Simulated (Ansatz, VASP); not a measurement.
CdF2 in VASP and in Ansatz

```
Cd F
1.0
     0.00000    2.65759    2.65759
     2.65759    0.00000    2.65759
     2.65759    2.65759    0.00000
Cd F
1 2
Direct
  0.00000 0.00000 0.00000
  0.25000 0.25000 0.25000
  0.75000 0.75000 0.75000
```

Change from the starting cell: volume scaled by 0.96, PAW files.

Alike in both runs: task electric field gradients; functional LDA; k mesh 8 × 8 × 8; occupations fermi-dirac, width 0.02 eV; no spin polarisation.

|  | VASP | Ansatz |
| --- | --- | --- |
| version | VASP 6.6.1 | Ansatz 0.2.0 |
| potentials or method | VASP PAW LDA potentials, release 64 (Cd, F) | PAW with Ansatz's default frozen-core files, scalar-relativistic |
| plane-wave cutoff (eV) | 520 | 420 |
| valence electrons in the cell | 26 | 34 |

|  | VASP | Ansatz | Ansatz less VASP |
| --- | --- | --- | --- |
| gap on the k mesh at the Fermi level (eV) | 2.94 | 2.96 | +0.016 |
| pressure (GPa) | 0.0 | -1.2 | -1.23 |
| Vzz of the field gradient on the site that differs most (V/Å²) | 0.0 | 0.0 | -0.01 |

The two sets of potentials don't hold the same shells in valence. Ansatz warned: «gradients_without_spin_orbit».

A k mesh can miss the band edges.
